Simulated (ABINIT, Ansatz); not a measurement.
# BP (F-43m): Raman and infrared activity, part 2 of 3

Which lines does BP (F-43m) show in Raman and infrared spectra?

ABINIT 10.8.3; DFT LDA, scalar-relativistic, plane waves, PseudoDojo norm-conserving pseudopotentials.

So far. Step 5 (Zone-centre response): The acoustic modes at Γ come out as far as 0.3 cm⁻¹ from zero, where they should vanish, a small numerical error; the Born charges miss their sum rule by 1.5e-4 e, which is good. The relaxed cell has a = 4.487 Å (conventional setting).

## Step 6: Zone-centre analysis

anaddb reads the merged derivatives, imposes the acoustic sum rule and charge neutrality, and adds the LO-TO term along chosen directions.

anaddb.abi reads:

```
ddb_filepath "gamma_DDB"
output_file "anaddb.abo"
outdata_prefix "anaddb"
asr 1
chneut 1
enunit 2
eivec 1
nph1l 1
qph1l 0.0 0.0 0.0 1.0
dieflag 1
nph2l 3
qph2l 
    1.0 0.0 0.0 0.0
    0.0 0.0 1.0 0.0
    1.0 1.0 1.0 0.0
nlflag 1
ramansr 1
alphon 1
prtmbm 1
```

mrgddb.in reads:

```
gamma_DDB
merged
3
dfpt_gammao_DS2_DDB
dfpt_gammao_DS3_DDB
gso_DDB
```

On the command line:

```
> mrgddb < mrgddb.in > mrgddb.log
> OMP_NUM_THREADS=1 anaddb anaddb.abi > anaddb.log
```

anaddb.abo, the main output file:

```text
[banners, grids, parts of the stress and lines that vanish by symmetry left out]
-outvars_anaddb: echo values of input variables ----------------------

 Flags :
[...]
Dielectric Tensor and Effective Charges
[...]
Effective charge tensors after
[...]
1          1       -0.000000004        0.000000002        0.000000002
[...]
1          2       -0.000000000        0.000000000        0.231395502
[...]
1          3       -0.000000000        0.231395500       -0.000000002
[...]
2          1        0.000000004       -0.000000002       -0.000000002
[...]
2          2       -0.000000000       -0.000000000       -0.231395502
[...]
2          3       -0.000000000       -0.231395500        0.000000002
[...]
Phonon wavevector (reduced coordinates) :  0.00000  0.00000  0.00000
 Phonon energies in Hartree :
[...]
Phonon energies in meV     :
-  0.000000E+00  0.000000E+00  0.000000E+00  1.018034E+02  1.018034E+02
-  1.018034E+02
 Phonon frequencies in cm-1    :
-  0.000000E+00  0.000000E+00  0.000000E+00  8.210999E+02  8.210999E+02
-  8.210999E+02
 Phonon frequencies in Thz     :
-  0.000000E+00  0.000000E+00  0.000000E+00  2.461596E+01  2.461596E+01
-  2.461596E+01
 Phonon energies in Kelvin  :
-  0.000000E+00  0.000000E+00  0.000000E+00  1.181380E+03  1.181380E+03
-  1.181380E+03
[...]
-  1  0.00000000E+00  1.14876558E-06  3.62335570E-03
-     0.00000000E+00  0.00000000E+00  0.00000000E+00
-  2  0.00000000E+00  1.14876555E-06  3.62335560E-03
-     0.00000000E+00  0.00000000E+00  0.00000000E+00
[...]
-  1  5.66097204E-07  3.62335565E-03 -1.14876559E-06
-     0.00000000E+00  0.00000000E+00  0.00000000E+00
-  2  5.66097188E-07  3.62335555E-03 -1.14876556E-06
-     0.00000000E+00  0.00000000E+00  0.00000000E+00
[...]
-  1  3.62335584E-03 -5.66097218E-07  0.00000000E+00
-     0.00000000E+00  0.00000000E+00  0.00000000E+00
-  2  3.62335573E-03 -5.66097202E-07  0.00000000E+00
-     0.00000000E+00  0.00000000E+00  0.00000000E+00
[...]
-  1  5.84101092E-07 -1.33448125E-06  6.13302891E-03
-     0.00000000E+00  0.00000000E+00  0.00000000E+00
-  2 -2.03873107E-07  4.65783819E-07 -2.14065626E-03
-     0.00000000E+00  0.00000000E+00  0.00000000E+00
[...]
-  1  1.18583791E-06  6.13302883E-03  1.33436829E-06
-     0.00000000E+00  0.00000000E+00  0.00000000E+00
-  2 -4.13901740E-07 -2.14065623E-03 -4.65744393E-07
-     0.00000000E+00  0.00000000E+00  0.00000000E+00
[...]
-  1  6.13302894E-03 -1.18571079E-06 -5.84359093E-07
-     0.00000000E+00  0.00000000E+00  0.00000000E+00
-  2 -2.14065627E-03  4.13857371E-07  2.03963159E-07
-     0.00000000E+00  0.00000000E+00  0.00000000E+00
[...]
-     1         -0.000000     0.000000    -0.000000     0.000000
-     2          0.000000    -0.000000    -0.000000     0.000000
-     3         -0.000000    -0.000000    -0.000000     0.000000
-     4          0.000000     0.000000    -0.818538     0.818538
-     5         -0.000000    -0.818538    -0.000000     0.818538
-     6         -0.818538    -0.000000     0.000000     0.818538
[...]
-   1     Real    0.0000E+00  0.0000E+00  0.0000E+00  0.0000E+00  0.0000E+00  0.0000E+00  0.0000E+00
[...]
-   2     Real    0.0000E+00  0.0000E+00  0.0000E+00  0.0000E+00  0.0000E+00  0.0000E+00  0.0000E+00
[...]
-   3     Real    0.0000E+00  0.0000E+00  0.0000E+00  0.0000E+00  0.0000E+00  0.0000E+00  0.0000E+00
[...]
-   4     Real    0.0000E+00  0.0000E+00  2.8272E-05  0.0000E+00  0.0000E+00  0.0000E+00  2.8272E-05
[...]
-   5     Real    0.0000E+00  2.8272E-05  0.0000E+00  0.0000E+00  0.0000E+00  0.0000E+00  2.8272E-05
[...]
-   6     Real    2.8272E-05  0.0000E+00  0.0000E+00  0.0000E+00  0.0000E+00  0.0000E+00  2.8272E-05
[...]
-        -0.000000000       0.000000000      -0.000000000
-         0.000000000       0.000000000       0.000000000
[...]
Phonon at Gamma, with non-analyticity in the
[...]
Phonon energies in Hartree :
[...]
Phonon energies in meV     :
-  0.000000E+00  0.000000E+00  0.000000E+00  1.018034E+02  1.018034E+02
-  1.027270E+02
 Phonon frequencies in cm-1    :
-  0.000000E+00  0.000000E+00  0.000000E+00  8.210999E+02  8.210999E+02
-  8.285492E+02
 Phonon frequencies in Thz     :
-  0.000000E+00  0.000000E+00  0.000000E+00  2.461596E+01  2.461596E+01
-  2.483928E+01
 Phonon energies in Kelvin  :
-  0.000000E+00  0.000000E+00  0.000000E+00  1.181380E+03  1.181380E+03
-  1.192097E+03
[...]
-  1  0.00000000E+00  1.15153627E-06  3.62335570E-03
[...]
-  2  0.00000000E+00  1.15153624E-06  3.62335559E-03
[...]
Phonon at Gamma, with non-analyticity in the
[...]
Phonon energies in Hartree :
[...]
Phonon energies in meV     :
-  0.000000E+00  0.000000E+00  0.000000E+00  1.018034E+02  1.018034E+02
-  1.027270E+02
 Phonon frequencies in cm-1    :
-  0.000000E+00  0.000000E+00  0.000000E+00  8.210999E+02  8.210999E+02
-  8.285492E+02
 Phonon frequencies in Thz     :
-  0.000000E+00  0.000000E+00  0.000000E+00  2.461596E+01  2.461596E+01
-  2.483928E+01
 Phonon energies in Kelvin  :
-  0.000000E+00  0.000000E+00  0.000000E+00  1.181380E+03  1.181380E+03
-  1.192097E+03
[...]
Phonon at Gamma, with non-analyticity in the
[...]
Phonon energies in Hartree :
[...]
Phonon energies in meV     :
-  0.000000E+00  0.000000E+00  0.000000E+00  1.018034E+02  1.018034E+02
-  1.027270E+02
 Phonon frequencies in cm-1    :
-  0.000000E+00  0.000000E+00  0.000000E+00  8.210999E+02  8.210999E+02
-  8.285492E+02
 Phonon frequencies in Thz     :
-  0.000000E+00  0.000000E+00  0.000000E+00  2.461596E+01  2.461596E+01
-  2.483928E+01
 Phonon energies in Kelvin  :
-  0.000000E+00  0.000000E+00  0.000000E+00  1.181380E+03  1.181380E+03
-  1.192097E+03
[...]
-  1  4.80303880E-07 -3.62335585E-03  0.00000000E+00
[...]
-  2  4.80303257E-07 -3.62335575E-03  0.00000000E+00
[...]
-  1  3.62335585E-03  4.80302938E-07  0.00000000E+00
[...]
-  2  3.62335575E-03  4.80303534E-07  0.00000000E+00
[...]
-  1  1.15113738E-03  3.64499821E-03 -4.79613559E-03
[...]
-  2 -4.01789960E-04 -1.27224057E-03  1.67403053E-03
[...]
-  1  4.87349087E-03 -3.43365965E-03 -1.43983122E-03
[...]
-  2 -1.70103042E-03  1.19847552E-03  5.02554896E-04
[...]
-         0.000000000       0.000000000       0.000000000
-         0.000000000       0.000000000      -0.000000000
[...]
-        -0.000000000      -0.018484568       0.014048022
-        -0.018484568      -0.000000000       0.004436546
-         0.014048022       0.004436546      -0.000000000
[...]
-        -0.000000000      -0.005549188      -0.013233512
-        -0.005549188       0.000000000       0.018782700
-        -0.013233512       0.018782700      -0.000000000
[...]
Direction                     Dielectric constant
[...]
0.00000   0.00000   1.00000      9.30241012
   1.00000   1.00000   1.00000      9.30241012
-
```

Elapsed: 0.71 s, on 1 thread of Arm Neoverse V2, shared host.

Numbers from this step:

```yaml
mean_static_dielectric_constant: 9.302
highest_mode_moved_by_the_lo_to_term: 828.5 cm⁻¹
```

No LO-TO term; unit eigenvectors of the mass-weighted matrix, from anaddb's displacements. Modes at Γ, with each element's share of the kinetic energy:

| mode | frequency (cm⁻¹) | symmetry | B % | P % |
| --- | --- | --- | --- | --- |
| 1 | 0.0 | acoustic | 26 | 74 |
| 2 | 0.0 | acoustic | 26 | 74 |
| 3 | 0.0 | acoustic | 26 | 74 |
| 4 | 821.1 | T2 | 74 | 26 |
| 5 | 821.1 | T2 | 74 | 26 |
| 6 | 821.1 | T2 | 74 | 26 |

Displacements in mode 4 (821.1 cm⁻¹), the largest set to 1:
```
B1   0.00  0.00  1.00
P2   0.00  0.00 -0.35
```

Trace of the oscillator strength, degenerate modes summed. Lines of the infrared spectrum (strongest = 100):

| position (cm⁻¹) | lines merged | IR intensity, relative |
| --- | --- | --- |
| 821 | 3 | 100 |

From anaddb's Raman susceptibilities, degenerate modes summed; transverse modes, the longitudinal lines of polar modes are not listed. Raman lines, with heights relative to the strongest:

| position (cm⁻¹) | lines merged | Raman activity (Å⁴/amu), powder, relative |
| --- | --- | --- |
| 821 | 3 | 100 |

Static dielectric tensor (ions relaxed, fixed cell):

```
9.30 0.00 0.00
0.00 9.30 0.00
0.00 0.00 9.30
```

Non-linear optical d (pm/V). Tensor:

| field along | xx | yy | zz | yz | xz | xy |
| --- | --- | --- | --- | --- | --- | --- |
| x | 0 | 0 | 0 | 12.36 | 0 | 0 |
| y | 0 | 0 | 0 | 0 | 12.36 | 0 |
| z | 0 | 0 | 0 | 0 | 0 | 12.36 |

The rule moves no optical mode by more than 0.1 cm⁻¹.

[end of part 2 of 3]

[Host names and launcher messages were left out of these logs when they were recorded.]

[Logs are printed without paths, hosts, clocks, repeated set-up lines and the standing remarks that a program may print on its own settings, such as how far it seeks lower states.]

[Hosts, paths, dates, database ids (printed as entryN), source tags and the programs' standing remarks are cut or masked in the printed files.]
